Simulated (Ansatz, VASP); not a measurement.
## AlN in VASP and in Ansatz

POSCAR

```
AlN
1.0
    3.3121157400      0.0000000000      0.0000000000
   -1.6560578700      2.8683763700      0.0000000000
    0.0000000000      0.0000000000      4.1875630000
Al N
2 2
Direct
    0.3333333300      0.6666666700      0.7500000000
    0.6666666700      0.3333333300      0.2500000000
    0.3333333300      0.6666666700      0.2500000000
    0.6666666700      0.3333333300      0.7500000000
```

File INCAR.step1:

```
SYSTEM = AlN
PREC = Accurate
ENCUT = 600
ISMEAR = 0
SIGMA = 0.02
LREAL = .FALSE.
LASPH = .TRUE.
NELM = 100
GGA = PE
ALGO = Normal
EDIFF = 1E-4
LWAVE = .TRUE.
LCHARG = .FALSE.
```

INCAR.step2

```
SYSTEM = AlN
PREC = Accurate
ENCUT = 600
EDIFF = 1E-6
ISMEAR = 0
SIGMA = 0.02
LREAL = .FALSE.
LASPH = .TRUE.
NELM = 100
ALGO = Normal
ISIF = 3
LWAVE = .FALSE.
LCHARG = .FALSE.
METAGGA = R2SCAN
LMIXTAU = .TRUE.
IBRION = 2
NSW = 100
EDIFFG = -0.002
ISTART = 1
```

Contents of KPOINTS:

```
regular mesh
0
G
  9 9 6
  0 0 0
```

Input for Ansatz:

```yaml
crystal:
  lattice:
    - [3.31211574, 0.0, 0.0]
    - [-1.65605787, 2.86837637, 0.0]
    - [0.0, 0.0, 4.187563]
  atoms:
    - { symbol: Al, position: [0.33333333, 0.66666667, 0.75] }
    - { symbol: Al, position: [0.66666667, 0.33333333, 0.25] }
    - { symbol: "N", position: [0.33333333, 0.66666667, 0.25] }
    - { symbol: "N", position: [0.66666667, 0.33333333, 0.75] }
basis:
  ecutwfc: 500
kpoints:
  mp_grid: { grid: [9, 9, 6] }
hamiltonian:
  xc: r2scan
  pseudopotentials: { kind: paw, azcp: { folder: soft_1 } }
scf:
  occupations: { method: gaussian, width: 0.02 }
output:
  forces: true
  stress: true
  eigenvalues: true
relax:
  adjacent_minimum: "off"
  f_tol: 0.002
  max_steps: 80
  cell: { stress_tol: 0.02 }
```

Measurements of this composition are mostly on another form, of space group No. 186.

Alike in both runs: task relaxation of cell and atoms; functional r2SCAN; k mesh 9 × 9 × 6; occupations gaussian, width 0.02 eV; no spin polarisation.

|  | VASP | Ansatz |
| --- | --- | --- |
| version | VASP 6.6.1 | Ansatz 0.2.0 |
| potentials or method | VASP PAW PBE potentials, release 64 (Al, N) | scalar-relativistic, plane waves, PAW |
| plane-wave cutoff (eV) | 600 | 500 |
| valence electrons in the cell | 16 | 16 |

Ansatz gave:

* gap on the k mesh at the Fermi level, each at its own relaxed structure (eV): 4.03
* relaxed volume (Å³/atom): 9.70
* relaxed cell length with the largest relative difference (Å): 4.134
* energy change over the relaxation (meV/atom): -4

Which values does VASP return?

gap on the k mesh at the Fermi level, each at its own relaxed structure (eV): 4.08; relaxed volume (Å³/atom): 9.69; relaxed cell length with the largest relative difference (Å): 4.130; energy change over the relaxation (meV/atom): -5.

Caveats: the PAW data sets were made with another functional, which shifts forces and pressure a little (VASP). r2SCAN opens gaps a little over a GGA but as a rule still falls short of measured ones.
